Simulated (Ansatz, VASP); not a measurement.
## InAs: VASP beside Ansatz

Contents of INCAR:

```
  PREC = Accurate
  ENCUT = 520
  EDIFF = 1E-7
  ISMEAR = 0
  SIGMA = 0.1
  LREAL = F
  LASPH = T
  NELM = 100
  ALGO = Normal
  ISIF = 2
  LWAVE = F
  LCHARG = F
  GGA = PS
  NBANDS = 16
```

KPOINTS

```
Automatic mesh
0
Gamma
  6 6 6
```

The input POSCAR:

```
InAs
1.0
    0.0000000000      3.0180000000      3.0180000000
    3.0180000000      0.0000000000      3.0180000000
    3.0180000000      3.0180000000      0.0000000000
In As
1 1
Direct
    0.0000000000      0.0000000000      0.0000000000
    0.2500000000      0.2500000000      0.2500000000
```

Input for Ansatz:

```yaml
crystal:
  lattice:
    - [0.0, 3.018, 3.018]
    - [3.018, 0.0, 3.018]
    - [3.018, 3.018, 0.0]
  atoms:
    - { symbol: In, position: [0.0, 0.0, 0.0] }
    - { symbol: As, position: [0.25, 0.25, 0.25] }
basis:
  ecutwfc: 420
kpoints:
  mp_grid: { grid: [6, 6, 6] }
hamiltonian:
  xc: pbesol
scf:
  occupations: { method: gaussian, width: 0.1 }
output:
  forces: true
  stress: true
  eigenvalues: true
```

Alike in both runs: task single point; functional PBEsol; k mesh 6 × 6 × 6; occupations gaussian, width 0.1 eV; no spin polarisation.

```csv
,VASP,Ansatz
version,VASP 6.6.1,Ansatz 0.2.0
potentials or method,"VASP PAW PBE potentials, release 64 (In_d, As)","scalar-relativistic, plane waves, PAW"
plane-wave cutoff (eV),520,420
valence electrons in the cell,18,28
```

Ansatz gave:

```
gap on the k mesh at the Fermi level (eV) : none
pressure (GPa)                            : 1.6
```

**Question.** Estimate VASP's values.

**Answer.** gap on the k mesh at the Fermi level (eV): none; pressure (GPa): 1.7.

A gap of «none» marks a metal or a gap that the smearing closes. The functional is the same, so the differences come from potentials, cutoffs and numerics. The two sets of potentials don't hold the same shells in valence.

Caveats: the PAW data sets were made with another functional, which shifts forces and pressure a little (VASP); this crystal is a semiconductor, whose small gap the functional closes, so the metal is an error of the method.
